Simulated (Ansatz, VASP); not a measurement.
# One calculation of BiTe3, two programs

Contents of INCAR:

```
PREC = Accurate ; ENCUT = 600
EDIFF = 1E-6 ; ISMEAR = 0
SIGMA = 0.1 ; LREAL = F
LASPH = T ; NELM = 100
ALGO = Normal ; ISIF = 3
LWAVE = F ; LCHARG = F
GGA = PE ; IBRION = 2
NSW = 90 ; EDIFFG = -0.04
```

File KPOINTS:

```
regular mesh
0
Gamma
  4 4 4
```

File POSCAR:

```
BiTe3
1.0
    5.0970307136      0.0000000000      0.0000000000
    0.0000000000      5.0970307136      0.0000000000
    0.0000000000      0.0000000000      5.0970307136
Bi Te
1 3
Direct
    0.0000000000      0.0000000000      0.0000000000
    0.0000000000      0.5000000000      0.5000000000
    0.5000000000      0.0000000000      0.5000000000
    0.5000000000      0.5000000000      0.0000000000
```

Input for Ansatz:

```yaml
crystal:
  lattice:
    - [5.0970307136, 0.0, 0.0]
    - [0.0, 5.0970307136, 0.0]
    - [0.0, 0.0, 5.0970307136]
  atoms:
    - { symbol: Bi, position: [0.0, 0.0, 0.0] }
    - { symbol: Te, position: [0.0, 0.5, 0.5] }
    - { symbol: Te, position: [0.5, 0.0, 0.5] }
    - { symbol: Te, position: [0.5, 0.5, 0.0] }
basis:
  ecutwfc: 420
kpoints:
  mp_grid: { grid: [4, 4, 4] }
hamiltonian:
  xc: pbe
scf:
  occupations: { method: gaussian, width: 0.1 }
  lower_state_search: "off"
output:
  forces: true
  stress: true
  eigenvalues: true
relax:
  adjacent_minimum: "off"
  f_tol: 0.04
  max_steps: 70
  cell: { stress_tol: 0.4 }
```

Alike in both runs: task relaxation of cell and atoms; functional PBE; k mesh 4 × 4 × 4; occupations gaussian, width 0.1 eV; no spin polarisation.

```csv
,VASP,Ansatz
version,VASP 6.6.1,Ansatz 0.2.0
potentials or method,"VASP PAW PBE potentials, release 64 (Bi_d, Te)","scalar-relativistic, plane waves, PAW"
plane-wave cutoff (eV),600,420
valence electrons in the cell,33,63
```

|  | VASP | Ansatz | Ansatz less VASP |
| --- | --- | --- | --- |
| gap on the k mesh at the Fermi level, each at its own relaxed structure (eV) | none | none | - |
| relaxed volume (Å³/atom) | 29.49 | 29.59 | +0.094 |
| relaxed cell length with the largest relative difference (Å) | 4.905 | 4.910 | +0.0052 |
| energy change over the relaxation (meV/atom) | -56 | -55 | +1.0 |

A gap of «none» marks a metal or a gap that the smearing closes. The two sets of potentials don't hold the same shells in valence.

Caveats: spin-orbit coupling is left out, which moves the levels of the heavy elements.
